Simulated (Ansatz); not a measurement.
# Si2Ni: the cost of one run

Method: DFT PBEsol, scalar-relativistic, plane waves, PAW, in Ansatz 0.2.0.

The COD entry's cell or inner coordinates are ideal or old and differ from later refinements, so a difference from it is no clean test against experiment.

2 further runs of the same task are left out: 2 set aside as unsound or not needed. Runs told in other sessions of the task aren't counted.

## (1) The structure to begin with

It takes space group Fm-3m (No. 225, cubic). The conventional cell has a = 5.391 Å, b = 5.391 Å, c = 5.391 Å, α = 90.00°, β = 90.00°, γ = 90.00°. Around Si (site symmetry -43m) lie 4 Ni at 2.33 Å. Around Ni (site symmetry m-3m) lie 8 Si at 2.33 Å.

As a file:

```
Si Ni
1.0
     0.00000    2.69570    2.69570
     2.69570    0.00000    2.69570
     2.69570    2.69570    0.00000
Si Ni
2 1
Direct
  0.25000 0.25000 0.25000
  0.75000 0.75000 0.75000
  0.00000 0.00000 0.00000
```

This cell was relaxed beforehand with the same method: volume 13.06 Å³/atom, gap on the mesh none (metal).

## (2) Zero of energy

The reference gives a free energy of -7049.3204 eV, pressure -0.13 GPa, largest force 0.000 eV/Å and gap on the mesh none (metal). It was computed beforehand with the settings of the runs below.

## (3) Next: a two-dimensional strain map

The cell is strained by p along both x and y and by q along z, with fractional coordinates fixed.

## (4) p = -0.080, q = -0.080

Input file input.yaml:

```yaml
crystal:
  lattice:
    - [0.0, 2.4800484568, 2.4800484568]
    - [2.4800484568, 0.0, 2.4800484568]
    - [2.4800484568, 2.4800484568, 0.0]
  atoms:
    - { symbol: Si, position: [0.25, 0.25, 0.25] }
    - { symbol: Si, position: [0.75, 0.75, 0.75] }
    - { symbol: Ni, position: [0.0, 0.0, 0.0] }
basis:
  ecutwfc: 420
kpoints:
  mp_grid: { grid: [16, 16, 16] }
hamiltonian:
  xc: pbesol
scf:
  occupations: { method: gaussian, width: 0.15 }
output:
  forces: true
  stress: true
  eigenvalues: true
```

Command:

```sh
$ ansatz run input.yaml --threads 2 --pin off --max-ram 5120MiB --backend cpu --events-out ev --progress --plain --runs-dir out
```

What time and memory should one allow on 2 threads of Arm Neoverse N1, shared host?

About 3.8 s, with a peak of 0.35 GiB.
